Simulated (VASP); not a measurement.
**Ir: single point with PBE**

The system is Ir, a wire with vacuum.

```
Ir
1.0
    11.60000    0.00000    0.00000
     0.00000    9.30000    0.00000
     0.00000    0.00000    4.92655
Ir
4
Direct
  0.38852 0.50000 0.00000
  0.38852 0.50000 0.50000
  0.61148 0.50000 0.00000
  0.61148 0.50000 0.50000
```

```yaml
Program: VASP 6.6.1
Task: single point
Functional: PBE
Potentials_or_basis: VASP PAW PBE potentials, release 64 (Ir)
Cutoff: 520 eV
k_mesh: 1 × 1 × 13
Occupations: gaussian, width 0.05 eV
Spin: collinear spin, typed start
Starting_moments: "[1.5, 1.5, 1.5, 1.5] μB"
Dipole_correction: no
Further_INCAR_settings: ALGO = Normal; EDIFF = 1e-07; NBANDS = 30
```

```yaml
Largest_force: 2.082 eV/Å
Band_gap_on_the_k_mesh: none (metal or under the smearing width)
Net_moment: 3.32 μB per cell
Site_moments: Ir +0.75 μB
Valence_electrons_inside_the_program's_atomic_spheres: Ir 7.91
```

Forces on the atoms (eV/Å):
```
Ir   2.082  0.000  0.000
Ir   2.082  0.000  0.000
Ir  -2.082  0.000  0.000
Ir  -2.082  0.000  0.000
```

Levels at points of the mesh, in eV from the Fermi level:
Spin up:
```tsv
k point	band 16	band 17	band 18	band 19	band 20	band 21	band 22	band 23
(0.00, 0.00, 0.00)	-0.31	-0.21	0.08	0.81	0.98	1.23	1.39	2.20
```
Spin down:
| k point | band 13 | band 14 | band 15 | band 16 | band 17 | band 18 | band 19 | band 20 |
| --- | --- | --- | --- | --- | --- | --- | --- | --- |
| (0.00, 0.00, 0.00) | -0.37 | 0.06 | 0.16 | 0.41 | 0.45 | 0.58 | 1.26 | 1.43 |

It took 4.1 min on 1 thread of Intel(R) Xeon(R) 6975P-C (Granite Rapids), on a shared host, peak memory 0.78 GiB.

Spin-orbit coupling is left out, which matters for the levels of Ir.
